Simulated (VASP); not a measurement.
Runs of VASP 6.6.1 on KBr. Symmetry: P4mm, No. 99, tetragonal system. The conventional cell has a = 4.043 Å, b = 4.043 Å, c = 4.043 Å, α = 90.00°, β = 90.00°, γ = 90.00°. K (site symmetry 4mm) is surrounded by 4 Br at 3.27 Å. Br (site symmetry 4mm) is surrounded by 4 K at 3.27 Å. Measurements of this composition are mostly on another form, of space group No. 225.

```csv
cell,gap on the mesh (eV),pressure (GPa),largest force (eV/Å)
"all Br atoms moved +0.438 Å, as atom 2 along Cartesian [0 1 0]",(b),-1.8,0.15
"all Br atoms moved +0.188 Å, as atom 2 along Cartesian [0 1 0]",3.49,-2.5,(a)
"all Br atoms moved +0.062 Å, as atom 2 along Cartesian [0 1 0]",3.48,-2.6,(d)
"all Br atoms moved +0.375 Å, as atom 2 along Cartesian [0 1 0]",3.52,-2.0,(c)
```

Alike in all rows: task single point; level LDA; potentials or basis VASP PAW LDA potentials, release 64 (K_sv, Br); no spin polarisation; k mesh 6 × 6 × 6; cutoff (eV) 520; smearing gaussian 0.05 eV.

Fill in the values left out.

(a) 0.06; (b) 3.53; (c) 0.13; (d) 0.02.

A k mesh can miss the band edges, and the runs leave out spin-orbit coupling on Br.
